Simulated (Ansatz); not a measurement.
Method: DFT, RPBE, plane waves (420 eV) with PAW, scalar-relativistic (Ansatz). The PAW files were generated under PBE, with cores re-solved for the functional.

An element in the omega (AlB2-type) structure gives this curve. The cell is scaled uniformly from the relaxed one, with fractional coordinates and shape fixed. Energies are extrapolated to zero smearing, pressures are those at the given smearing. Magnetic state: spin not included.

```json
{"V (Å³/atom)": "51.908", "E − E₀ (meV/atom)": "33.1", "P (GPa)": "1.63"}
{"V (Å³/atom)": "54.268", "E − E₀ (meV/atom)": "14.3", "P (GPa)": "1.01"}
{"V (Å³/atom)": "56.627", "E − E₀ (meV/atom)": "3.7", "P (GPa)": "0.48"}
{"V (Å³/atom)": "58.987", "E − E₀ (meV/atom)": "0.0", "P (GPa)": "0.03"}
{"V (Å³/atom)": "61.346", "E − E₀ (meV/atom)": "2.3", "P (GPa)": "-0.36"}
{"V (Å³/atom)": "63.706", "E − E₀ (meV/atom)": "9.8", "P (GPa)": "-0.69"}
{"V (Å³/atom)": "66.065", "E − E₀ (meV/atom)": "21.7", "P (GPa)": "-0.96"}
```

**Question.** Which element is it?
A. strontium
B. sodium
C. potassium
D. barium

**Answer.** A. Its fit is V₀ = 59.19 Å³/atom, B₀ = 10.1 GPa, B₀′ = 2.8.
